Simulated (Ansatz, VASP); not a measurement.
## One calculation of Li4F, two programs

```
Li F
1.0
    -2.43550    2.43550    2.43550
     2.43550   -2.43550    2.43550
     2.43550    2.43550   -2.43550
Li F
4 1
Direct
  0.00000 0.00000 0.50000
  0.00000 0.50000 0.00000
  0.50000 0.00000 0.00000
  0.50000 0.50000 0.50000
  0.00000 0.00000 0.00000
```

Change from the starting cell: species swapped into the CrGa4 type (Im-3m, No. 229).

Alike in both runs: task single point; functional PBE; k mesh 6 × 6 × 6; occupations gaussian, width 0.1 eV; collinear spin.

|  | VASP | Ansatz |
| --- | --- | --- |
| version | VASP 6.6.1 | Ansatz 0.2.0 |
| potentials or method | VASP PAW PBE potentials, release 64 (Li_sv, F) | scalar-relativistic, plane waves, PAW |
| plane-wave cutoff (eV) | 520 | 420 |
| valence electrons in the cell | 19 | 19 |

```csv
,VASP,Ansatz,Ansatz less VASP
gap on the k mesh at the Fermi level (eV),none,none,-
net moment per atom (μB),0.07,0.06,-0.001
```

A gap of «none» marks a metal or a gap that the smearing closes.
